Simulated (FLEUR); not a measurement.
# SnSe under changes of volume

One of the cells (27.271 Å³/atom); the others are scaled copies at fixed shape and fractional positions:

```
Sn Se
1.0
     0.00000    3.01000    3.01000
     3.01000    0.00000    3.01000
     3.01000    3.01000    0.00000
Sn Se
1 1
Direct
  0.00000 0.00000 0.00000
  0.50000 0.50000 0.50000
```

Measurements of this composition are mostly on another form, of space group No. 62.

```yaml
Program: FLEUR MaX-R8.1 (later development tree)
Functional: SCAN
Potentials_or_basis: all-electron
Basis: FLAPW
Kmax: 4.1 1/bohr
k_mesh: 8 × 8 × 8
Occupations: fermi-dirac, width 0.05 eV
Spin: no spin polarisation
```

| volume (Å³/atom) | energy over the lowest point (meV/atom) | gap on the mesh (eV) |
| --- | --- | --- |
| 25.635 | 16.10 | 0.72 |
| 26.180 | 6.38 | 0.62 |
| 27.271 | 0.00 | 0.44 |
| 28.362 | ? | ? |
| 28.907 | 16.44 | 0.20 |

Q: What does the run at 28.362 Å³/atom give?

A: Energy over the lowest point 7.90 meV/atom; gap on the mesh 0.27 eV.

Worked out: A Birch-Murnaghan fit of order 2 (a polynomial in V^(-2/3)) to the other rows has its minimum at 27.18 Å³/atom with B0 = V·E''(V) = 53 GPa. It gives 7.91 meV/atom at 28.362 Å³/atom, against the run's 7.90. A straight line through the other rows of the gap, of slope -4.31 eV per unit of ln V, gives 0.28 eV, against the run's 0.27.

Energies are extrapolated to zero smearing.

Caveats: the meta-GGA is that of a development version, with a GGA for the radial functions and cores and without core tails; spin-orbit coupling is left out, which moves the levels of the heavy elements.

A mesh can miss the band edges.
